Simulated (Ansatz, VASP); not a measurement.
Ga4O3 in VASP and in Ansatz

INCAR

```
  PREC = Accurate
  ENCUT = 600
  EDIFF = 1E-7
  ISMEAR = 0
  SIGMA = 0.1
  LREAL = F
  LASPH = T
  NELM = 100
  ALGO = Normal
  ISIF = 3
  LWAVE = F
  LCHARG = F
  GGA = PE
  IBRION = 2
  NSW = 100
  EDIFFG = -0.01
```

KPOINTS

```
regular mesh
0
Gamma
  8 8 8
```

File POSCAR:

```
Ga4O3
1.0
    4.6138389391      0.0000000000      0.0000000000
    0.0000000000      4.6138389391      0.0000000000
    0.0000000000      0.0000000000      4.6138389391
Ga O
4 3
Direct
    0.0000000000      0.5000000000      0.5000000000
    0.5000000000      0.0000000000      0.5000000000
    0.5000000000      0.5000000000      0.0000000000
    0.5000000000      0.5000000000      0.5000000000
    0.5000000000      0.0000000000      0.0000000000
    0.0000000000      0.5000000000      0.0000000000
    0.0000000000      0.0000000000      0.5000000000
```

Input for Ansatz:

```yaml
crystal:
  lattice:
    - [4.6138389391, 0.0, 0.0]
    - [0.0, 4.6138389391, 0.0]
    - [0.0, 0.0, 4.6138389391]
  atoms:
    - { symbol: Ga, position: [0.0, 0.5, 0.5] }
    - { symbol: Ga, position: [0.5, 0.0, 0.5] }
    - { symbol: Ga, position: [0.5, 0.5, 0.0] }
    - { symbol: Ga, position: [0.5, 0.5, 0.5] }
    - { symbol: O, position: [0.5, 0.0, 0.0] }
    - { symbol: O, position: [0.0, 0.5, 0.0] }
    - { symbol: O, position: [0.0, 0.0, 0.5] }
basis:
  ecutwfc: 420
kpoints:
  mp_grid: { grid: [8, 8, 8] }
hamiltonian:
  xc: pbe
scf:
  occupations: { method: gaussian, width: 0.1 }
output:
  forces: true
  stress: true
  eigenvalues: true
  write_density: true
  write_potential: true
  elf: true
  volumetric_format: npy
relax:
  adjacent_minimum: "off"
  f_tol: 0.01
  max_steps: 80
  cell: { stress_tol: 0.05 }
```

Alike in both runs: task relaxation of cell and atoms; functional PBE; k mesh 8 × 8 × 8; occupations gaussian, width 0.1 eV; no spin polarisation.

```csv
,VASP,Ansatz
version,VASP 6.6.1,Ansatz 0.2.0
potentials or method,"VASP PAW PBE potentials, release 64 (Ga_d, O)","scalar-relativistic, plane waves, PAW"
plane-wave cutoff (eV),600,420
valence electrons in the cell,70,70
```

VASP gave:

```
gap on the k mesh at the Fermi level, each at its own relaxed structure (eV) : none
relaxed volume (Å³/atom)                                                     : 14.15
relaxed cell length with the largest relative difference (Å)                 : 4.627
```

Q: Estimate Ansatz's values.

A: gap on the k mesh at the Fermi level, each at its own relaxed structure (eV): none; relaxed volume (Å³/atom): 14.12; relaxed cell length with the largest relative difference (Å): 4.624.

A gap of «none» marks a metal or a gap that the smearing closes.
